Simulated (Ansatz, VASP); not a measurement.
One calculation of BN, two programs

```
B N
1.0
     2.55394    0.00000    0.00000
    -1.27697    2.21178    0.00000
     0.00000    0.00000    4.22685
B N
2 2
Direct
  0.66667 0.33333 0.99972
  0.33333 0.66667 0.49972
  0.66667 0.33333 0.69625
  0.33333 0.66667 0.19625
```

Change from the starting cell: all N atoms moved +0.300 Å, as atom 3 along Cartesian [0 0 1].

Alike in both runs: task single point; functional PBE; k mesh 12 × 12 × 6; occupations gaussian, width 0.05 eV; no spin polarisation.

|  | VASP | Ansatz |
| --- | --- | --- |
| version | VASP 6.6.1 | Ansatz 0.2.0 |
| potentials or method | VASP PAW PBE potentials, release 64 (B, N) | scalar-relativistic, plane waves, PAW |
| plane-wave cutoff (eV) | 520 | 420 |
| valence electrons in the cell | 16 | 16 |

Ansatz gave:

```
gap on the k mesh at the Fermi level (eV) : 0.98
least direct gap on the mesh (eV)         : 4.87
rms of the force components (eV/Å)        : 6.833
```

Task: Which values does VASP return?

Result: gap on the k mesh at the Fermi level (eV): 0.96; least direct gap on the mesh (eV): 4.86; rms of the force components (eV/Å): 6.844.

Atom by atom the forces differ by 0.011 eV/Å (rms over components).

Caveats: forces of over 1 eV/Å show positions far from the minimum, so gaps and moduli don't describe the material at rest. A k mesh can miss the band edges.
